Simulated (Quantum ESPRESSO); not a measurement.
The system is HgTe (Coloradoite).

```xyz
2
Lattice="0.0000 3.2145 3.2145 3.2145 0.0000 3.2145 3.2145 3.2145 0.0000" Properties=species:S:1:pos:R:3 pbc="T T T"
Hg    0.0000    0.0000    0.0000
Te    4.8217    4.8217    4.8217
```

Program: Quantum ESPRESSO 7.5. Alike in all runs: no spin polarisation; cell as given; smearing fermi-dirac 0.05 eV.

Problem. Order these runs on this cell by their pressure, lowest first.
A. level PBE; potentials or basis SG15 PBE 1.2; k mesh 2 × 2 × 2; cutoff (eV) 952; SCF threshold 4e-10 Ry; mesh quality coarse
B. level r2SCAN; potentials or basis SG15 PBE 1.2; k mesh 5 × 5 × 5; cutoff (eV) 952; symmetry off; SCF threshold 1e-08 Ry; mesh quality coarse
C. level BLYP; potentials or basis PseudoDojo 0.4.1 SR PBE standard; k mesh 7 × 7 × 7; cutoff (eV) 1088; SCF threshold 4e-10 Ry; mesh quality not flagged

Solution. B (2.9 GPa), C (7.9 GPa), A (10.0 GPa).

Caveats: some runs use coarse meshes; the potentials were made for another functional, which shifts forces and pressure (some runs).

Not every run made on this cell is shown here.
